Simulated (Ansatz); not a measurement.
A crystal relaxed with r2SCAN in the PAW code Ansatz has space group Fm-3m (No. 225) and a = 7.405 Å.

| atom | site | x | y | z |
| --- | --- | --- | --- | --- |
| Xx | 8c | 0.2500 | 0.7500 | 0.7500 |
| S | 4a | 0.0000 | 0.0000 | 0.0000 |

With r2SCAN the valence top lies at X and the conduction bottom at Γ, 2.75 eV higher; the smallest vertical gap, at Γ, is 2.95 eV. With HSE06 the valence top lies at X and the conduction bottom at Γ, 3.31 eV higher; the smallest vertical gap, at Γ, is 3.50 eV. Meshes: r2SCAN 6×6×6, HSE06 4×4×4. r2SCAN's ε∞ is 2.9 in all directions.

Q: Which element is Xx?
A. Na
B. Li
C. K
D. Rb

A: C. Xx is K: a 3-atom cell of K₂S started from a crystallographic database. K has 4 S at 3.21 Å; S has 8 K at 3.21 Å.

(Simulation; spin polarisation is off.)

The meshes of the hybrids are coarse, so their gaps aren't converged to the digits shown.
